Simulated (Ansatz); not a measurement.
# CeO2 (fluorite): how the settings move a single-point run

Aim: see which settings change the result for CeO2 (fluorite), by how much, and at what cost.

Program: Ansatz 0.2.0. Level of theory: reference: DFT PBE, scalar-relativistic, plane waves, PAW. These are calculated values, not measurements.

1 further run of the same task is left out (it didn't finish).

## (1) The starting structure

The structure is cubic, space group Fm-3m (No. 225). Conventional cell: a = 5.464 Å, b = 5.464 Å, c = 5.464 Å, α = 90.00°, β = 90.00°, γ = 90.00°. Ce (site symmetry m-3m) is surrounded by 8 O at 2.37 Å. Around O (site symmetry -43m) lie 4 Ce at 2.37 Å.

Coordinates:

```xyz
3
Lattice="0.0000 2.7321 2.7321 2.7321 0.0000 2.7321 2.7321 2.7321 0.0000" Properties=species:S:1:pos:R:3 pbc="T T T"
Ce    0.0000    0.0000    0.0000
O     1.3661    1.3661    1.3661
O     4.0982    4.0982    4.0982
```

## (2) The reference run

input.yaml

```yaml
crystal:
  lattice:
    - [0.0, 2.7321286399, 2.7321286399]
    - [2.7321286399, 0.0, 2.7321286399]
    - [2.7321286399, 2.7321286399, 0.0]
  atoms:
    - { symbol: Ce, position: [0.0, 0.0, 0.0] }
    - { symbol: O, position: [0.25, 0.25, 0.25] }
    - { symbol: O, position: [0.75, 0.75, 0.75] }
basis:
  ecutwfc: 420
  ecutrho_ratio: 4
kpoints:
  mp_grid: { grid: [12, 12, 12] }
hamiltonian:
  xc: pbe
scf:
  occupations: { method: gaussian, width: 0.05 }
output:
  forces: true
  stress: true
  eigenvalues: true
```

Run with:

```
$ ansatz run input.yaml --threads 2 --pin off --max-ram 3072MiB --backend cpu --events-out ev --progress --plain --runs-dir out
```

## (3) Variant: scf.algorithm direct_min, dr2_threshold 1.0e-08

Edit input.yaml of step 2 so:

```diff
@@ -18,2 +18,4 @@
   occupations: { method: gaussian, width: 0.05 }
+  algorithm: direct_min
+  convergence: { dr2_threshold: 1.0e-08 }
 output:
@@ -21,2 +23,5 @@
   stress: true
-  eigenvalues: true
+  write_density: true
+  write_potential: true
+  elf: true
+  volumetric_format: npy
```

## (4) Variant: mp_grid.grid [4, 4, 4]

Edit input.yaml of step 2 so:

```diff
@@ -13,3 +13,3 @@
 kpoints:
-  mp_grid: { grid: [12, 12, 12] }
+  mp_grid: { grid: [4, 4, 4] }
 hamiltonian:
@@ -21,2 +21 @@
   stress: true
-  eigenvalues: true
```

## (5) Changed: dr2_threshold 1.0e-06

Edit input.yaml of step 2 so:

```diff
@@ -18,2 +18,3 @@
   occupations: { method: gaussian, width: 0.05 }
+  convergence: { dr2_threshold: 1.0e-06 }
 output:
@@ -21,2 +22 @@
   stress: true
-  eigenvalues: true
```

**Question.** What will these runs give? Wanted: for each run, ending; energy change; pressure; gap; force.

**Answer**, as computed:

| run | ending | energy change | pressure (GPa) | gap (eV) | force (eV/Å) | cycles | time |
| --- | --- | --- | --- | --- | --- | --- | --- |
| reference | converged | 0 | 0.0 | 1.90 | 0.00 | 7 | 3.5 s |
| 1: scf.algorithm direct_min, dr2_threshold 1.0e-08 | converged | 0.0 meV/atom | 0.0 | 1.90 | 0.00 | 6 | 10 s |
| 2: mp_grid.grid [4, 4, 4] | converged | 0.0 meV/atom | 0.0 | 1.90 | 0.00 | 7 | 0.86 s |
| 3: dr2_threshold 1.0e-06 | converged | 0.0 meV/atom | 0.0 | 1.90 | 0.00 | 7 | 3.7 s |

Times don't compare one to one where runs were asked for different outputs or read a saved state (see the inputs); cycles may leave out searches for a lower state.

Residual by cycle in the longest SCF loop of each run; runs are numbered as in the table. The quantity is the density residual dr2, in eV.

```
cycle  reference    run 1    run 2    run 3
    1    0.00563  0.00588  0.00559  0.00563
    2     0.0483   7.4e-4   0.0476   0.0483
    3     0.0147   3.8e-5   0.0151   0.0147
    4    0.00219   1.6e-5  0.00236  0.00219
    5     7.4e-5   6.9e-8   8.3e-5   7.4e-5
    6     2.1e-7   1.7e-9   1.7e-7   2.2e-7
    7     1.8e-8        -   1.5e-8   1.1e-8
```

What this shows: Of the converged runs whose energies compare with the reference's, none moves it noticeably. The gap of the reference lacks spin-orbit coupling, though the cell holds Ce.

The gaps are Kohn-Sham values of a semilocal functional, not quasiparticle or optical gaps. Such gaps usually fall short of the measured ones.
